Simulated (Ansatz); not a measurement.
A calculation with Ansatz 0.2.0 of CdS (ASE script, structure from a CIF):

run.py

```python
import json

import ase.io
import numpy as np
import spglib

import ansatz as az

atoms = ase.io.read("CdS.cif")
cell, frac, numbers = spglib.find_primitive((atoms.cell[:], atoms.get_scaled_positions(), atoms.numbers), symprec=1e-5)
atoms = ase.Atoms(numbers, cell=cell, scaled_positions=frac, pbc=True)

calculation = (
    az.Crystal.from_ase(atoms)
    .calculation()
    .kpoints(5, 5, 5)
    .functional("b3lyp", dispersion="d4")
    .pseudopotentials(kind="paw")
    .occupations(method="fixed")
    .density()
    .potential()
    .output_files(volumetric_format="npy")
    .electron_localization_function()
    .forces()
    .stress()
    .band_table(publish=True)
)
outcome = calculation.run(threads=2, events_out="events.jsonl")

report = outcome.report
for line in open("events.jsonl"):
    event = json.loads(line)
    if event["event"] == "scf_iter":
        d = event["data"]
        print(f"SCF {d['iter']:3d}  HF = {d['harris_foulkes_ev']:.6f} eV  dr2 = {d['dr2_ev']:.2e} eV")
    elif event["event"] in ("relax_step", "md_step"):
        d = event["data"]
        print(f"{event['event']} {d['step']:3d}  E = {d['lagrangian_ev']:.6f} eV")
np.set_printoptions(precision=5, suppress=True, linewidth=110)
print("converged:", report["converged"], "after", report["n_iterations"], "iterations")
print(f"free energy {report['free_energy_ev']:.6f} eV, Fermi level {report['fermi_energy_ev']:.4f} eV")
for key in ("band_edges_ev", "magnetization_mub", "site_moments_mub", "site_moments_nc_mub", "forces_ev_ang",
                "stress_gpa", "kpoints_frac", "eigenvalues_ev"):
    if report.get(key) is not None:
        print(key, np.array(report[key]), sep="\n")
```

CdS.cif

```cif
data_CdS
_cell_length_a 5.50648800
_cell_length_b 5.50648800
_cell_length_c 5.50648800
_cell_angle_alpha 90.00000000
_cell_angle_beta 90.00000000
_cell_angle_gamma 90.00000000
_space_group_name_H-M_alt 'Fm-3m'
_space_group_name_Hall '-F 4 2 3'
_space_group_IT_number 225
loop_
_space_group_symop_operation_xyz
'x,y,z'
'-x,-y,-z'
'-y,x,z'
'y,-x,-z'
'-x,-y,z'
'x,y,-z'
'y,-x,z'
'-y,x,-z'
'x,-y,-z'
'-x,y,z'
'-y,-x,-z'
'y,x,z'
'-x,y,-z'
'x,-y,z'
'y,x,-z'
'-y,-x,z'
'z,x,y'
'-z,-x,-y'
'z,-y,x'
'-z,y,-x'
'z,-x,-y'
'-z,x,y'
'z,y,-x'
'-z,-y,x'
'-z,x,-y'
'z,-x,y'
'-z,-y,-x'
'z,y,x'
'-z,-x,y'
'z,x,-y'
'-z,y,x'
'z,-y,-x'
'y,z,x'
'-y,-z,-x'
'x,z,-y'
'-x,-z,y'
'-y,z,-x'
'y,-z,x'
'-x,z,y'
'x,-z,-y'
'-y,-z,x'
'y,z,-x'
'-x,-z,-y'
'x,z,y'
'y,-z,-x'
'-y,z,x'
'x,-z,y'
'-x,z,-y'
'x,y+1/2,z+1/2'
'-x,-y+1/2,-z+1/2'
'-y,x+1/2,z+1/2'
'y,-x+1/2,-z+1/2'
'-x,-y+1/2,z+1/2'
'x,y+1/2,-z+1/2'
'y,-x+1/2,z+1/2'
'-y,x+1/2,-z+1/2'
'x,-y+1/2,-z+1/2'
'-x,y+1/2,z+1/2'
'-y,-x+1/2,-z+1/2'
'y,x+1/2,z+1/2'
'-x,y+1/2,-z+1/2'
[... 41 lines left out ...]
'y+1/2,-x,z+1/2'
'-y+1/2,x,-z+1/2'
'x+1/2,-y,-z+1/2'
'-x+1/2,y,z+1/2'
'-y+1/2,-x,-z+1/2'
'y+1/2,x,z+1/2'
'-x+1/2,y,-z+1/2'
'x+1/2,-y,z+1/2'
'y+1/2,x,-z+1/2'
'-y+1/2,-x,z+1/2'
'z+1/2,x,y+1/2'
'-z+1/2,-x,-y+1/2'
'z+1/2,-y,x+1/2'
'-z+1/2,y,-x+1/2'
'z+1/2,-x,-y+1/2'
'-z+1/2,x,y+1/2'
'z+1/2,y,-x+1/2'
'-z+1/2,-y,x+1/2'
'-z+1/2,x,-y+1/2'
'z+1/2,-x,y+1/2'
'-z+1/2,-y,-x+1/2'
'z+1/2,y,x+1/2'
'-z+1/2,-x,y+1/2'
'z+1/2,x,-y+1/2'
'-z+1/2,y,x+1/2'
'z+1/2,-y,-x+1/2'
'y+1/2,z,x+1/2'
'-y+1/2,-z,-x+1/2'
'x+1/2,z,-y+1/2'
'-x+1/2,-z,y+1/2'
'-y+1/2,z,-x+1/2'
'y+1/2,-z,x+1/2'
'-x+1/2,z,y+1/2'
'x+1/2,-z,-y+1/2'
'-y+1/2,-z,x+1/2'
'y+1/2,z,-x+1/2'
'-x+1/2,-z,-y+1/2'
'x+1/2,z,y+1/2'
'y+1/2,-z,-x+1/2'
'-y+1/2,z,x+1/2'
'x+1/2,-z,y+1/2'
'-x+1/2,z,-y+1/2'
'x+1/2,y+1/2,z'
'-x+1/2,-y+1/2,-z'
'-y+1/2,x+1/2,z'
'y+1/2,-x+1/2,-z'
'-x+1/2,-y+1/2,z'
'x+1/2,y+1/2,-z'
'y+1/2,-x+1/2,z'
'-y+1/2,x+1/2,-z'
'x+1/2,-y+1/2,-z'
'-x+1/2,y+1/2,z'
'-y+1/2,-x+1/2,-z'
'y+1/2,x+1/2,z'
'-x+1/2,y+1/2,-z'
'x+1/2,-y+1/2,z'
'y+1/2,x+1/2,-z'
'-y+1/2,-x+1/2,z'
'z+1/2,x+1/2,y'
'-z+1/2,-x+1/2,-y'
'z+1/2,-y+1/2,x'
'-z+1/2,y+1/2,-x'
'z+1/2,-x+1/2,-y'
'-z+1/2,x+1/2,y'
'z+1/2,y+1/2,-x'
'-z+1/2,-y+1/2,x'
'-z+1/2,x+1/2,-y'
'z+1/2,-x+1/2,y'
'-z+1/2,-y+1/2,-x'
'z+1/2,y+1/2,x'
'-z+1/2,-x+1/2,y'
'z+1/2,x+1/2,-y'
'-z+1/2,y+1/2,x'
'z+1/2,-y+1/2,-x'
'y+1/2,z+1/2,x'
'-y+1/2,-z+1/2,-x'
'x+1/2,z+1/2,-y'
'-x+1/2,-z+1/2,y'
'-y+1/2,z+1/2,-x'
'y+1/2,-z+1/2,x'
'-x+1/2,z+1/2,y'
'x+1/2,-z+1/2,-y'
'-y+1/2,-z+1/2,x'
'y+1/2,z+1/2,-x'
'-x+1/2,-z+1/2,-y'
'x+1/2,z+1/2,y'
'y+1/2,-z+1/2,-x'
'-y+1/2,z+1/2,x'
'x+1/2,-z+1/2,y'
'-x+1/2,z+1/2,-y'
loop_
_atom_site_label
_atom_site_type_symbol
_atom_site_symmetry_multiplicity
_atom_site_Wyckoff_symbol
_atom_site_fract_x
_atom_site_fract_y
_atom_site_fract_z
_atom_site_occupancy
Cd1 Cd 4 a 0.0000000000 0.0000000000 0.0000000000 1
S1 S 4 b 0.5000000000 0.0000000000 0.0000000000 1
```

Potentials or basis: Ansatz PAW.

Run with:

```bash
$ python run.py
```

Measurements of this composition are mostly on another form, of space group No. 186.

Q: Write the same calculation in another form: native input, structure typed inline.

A: As run:

Contents of input.yaml:

```yaml
crystal:
  lattice:
    - [0.0, 2.753244, 2.753244]
    - [2.753244, 0.0, 2.753244]
    - [2.753244, 2.753244, 0.0]
  atoms:
    - { symbol: Cd, position: [0.0, 0.0, 0.0] }
    - { symbol: S, position: [0.5, 0.5, 0.5] }
hamiltonian:
  xc: b3lyp
  pseudopotentials: { kind: paw }
  dispersion: d4
kpoints:
  mp_grid: { grid: [5, 5, 5] }
scf:
  occupations: { method: fixed }
output:
  forces: true
  stress: true
  eigenvalues: true
  write_density: true
  write_potential: true
  elf: true
  volumetric_format: npy
```

Potentials or basis: Ansatz PAW.

Command:

```sh
$ ansatz run input.yaml --threads 2 --pin off --max-ram 5120MiB --backend cpu --events-out ev --progress --plain --runs-dir out
```

Both were run:

|  | ASE script, structure from a CIF | native input, structure typed inline |
| --- | --- | --- |
| Pressure | -2.9 GPa | -2.9 GPa |
| Band gap on the k mesh | 1.97 eV, indirect (least direct gap 2.84 eV) | 1.97 eV, indirect (least direct gap 2.84 eV) |

Keys that steer only the numerical path or the files written may differ.

Caveat: odd divisions of the mesh miss points on the zone boundary, where band edges often lie, so the gap on the mesh can be too wide; the PAW data sets come from PBE, with cores solved anew for the run's functional, which leaves a small shift of forces and pressure; the thresholds are loose for stress.
